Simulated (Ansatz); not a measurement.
# MoS2 (R3m) in Ansatz: equation of state

How stiff is MoS2 in PBE, and what volume does it want? The cell is scaled to several volumes.

Program: Ansatz 0.2.0. These are calculated values, not measurements. Logs are shortened: lines on timing, memory, paths and dates and some standing lists are left out, and cuts for length are marked.

## 1. Starting point

The structure is trigonal, space group R3m (No. 160). The conventional cell has a = 3.160 Å, b = 3.160 Å, c = 18.450 Å, α = 90.00°, β = 90.00°, γ = 120.00°. Mo (site symmetry 3m) has 6 S at 2.39 Å as nearest neighbours. S (site symmetry 3m) has 3 Mo at 2.39 Å as nearest neighbours. Around S (site symmetry 3m) lie 3 Mo at 2.39 Å.

Measurements of this composition are mostly on another form, of space group No. 194.

## 2. Equation of state, PBE

Potentials or basis: all-electron LAPW, scalar-relativistic.

No new run: the results of the series are fitted here.

Results:

```yaml
Equilibrium_volume: 18.36 Å³/atom
Bulk_modulus_at_fixed_shape_and_positions: 141 GPa
Pressure_derivative_of_the_bulk_modulus: 4.4
```

Energy against volume, from the lowest point:
```tsv
volume (Å³/atom)	energy (meV/atom)
16.664	82.27
17.019	49.56
17.373	25.83
17.728	10.18
18.083	1.81
18.437	0.00
18.792	4.09
```

Caveat: the cell was scaled at fixed shape and fractional positions, which overstates the stiffness of a crystal with free parameters, most of all of layers and chains.
